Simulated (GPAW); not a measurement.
InAs:

```
In As
1.0
     0.00000    2.87730    2.87730
     2.87730    0.00000    2.87730
     2.87730    2.87730    0.00000
In As
1 1
Cartesian
  2.8773 2.8773 2.8773
  0.0000 0.0000 0.0000
```

Measurements of this composition are mostly on another form, of space group No. 216.

Base run:

* Program: GPAW 26.7.0
* Functional: PBEsol
* Potentials or basis: PAW data sets generated in the run's folder for this functional
* Cutoff: 600 eV
* Basis: pw
* k mesh: 8 × 8 × 8
* Occupations: gaussian, width 0.05 eV
* Spin: no spin polarisation

Its results: band gap on the k mesh none (metal or under the smearing width); pressure -3.5 GPa.

The run is repeated on the same cell with these changes: functional from PBEsol to LDA; potentials or basis from PAW data sets generated in the run's folder for this functional to the program's PAW data sets (release 1.2.1) made for this functional. What comes out?

Band gap on the k mesh none (metal or under the smearing width); pressure -5.3 GPa.
